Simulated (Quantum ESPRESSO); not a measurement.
Runs of Quantum ESPRESSO 7.5 on Te2Mo. The cell holds a slab with vacuum, 3 atoms: a = 3.560 Å, b = 3.560 Å, c = 17.524 Å, α = 90.00°, β = 90.00°, γ = 120.00°. 

```tsv
task	level	potentials or basis	cutoff (eV)	form of the LDA correlation	gap on the mesh (eV)	V0 of scaled cells (Å³/atom)	B0 (GPa)	largest force (eV/Å)
single point	PBE	SSSP 1.3 efficiency PBE	816	-	1.05	-	-	0.33
band structure	PBEsol	GBRV 1.5 PBEsol	612	-	1.04	-	-	0.06
equation of state	LDA	GBRV 1.5 LDA	612	PZ81	-	61.90	(c)	-
band structure	LDA	GBRV 1.5 LDA	612	PZ81	1.04	-	-	(b)
equation of state	PBEsol	GBRV 1.5 PBEsol	612	-	-	62.93	(a)	-
```

Alike in all rows: no spin polarisation; cell as given; k mesh 9 × 9 × 2; smearing fermi-dirac 0.05 eV.

Q: Estimate the missing entries.

A: (a) 41; (b) 0.28; (c) 43.

Caveats: spin-orbit coupling is left out, which moves the levels of the heavy elements (some runs); the cell was scaled at fixed shape and fractional positions, which overstates the stiffness of a crystal with free parameters, most of all of layers and chains (some runs).

A k mesh can miss the band edges, and the runs leave out spin-orbit coupling on Mo, Te.
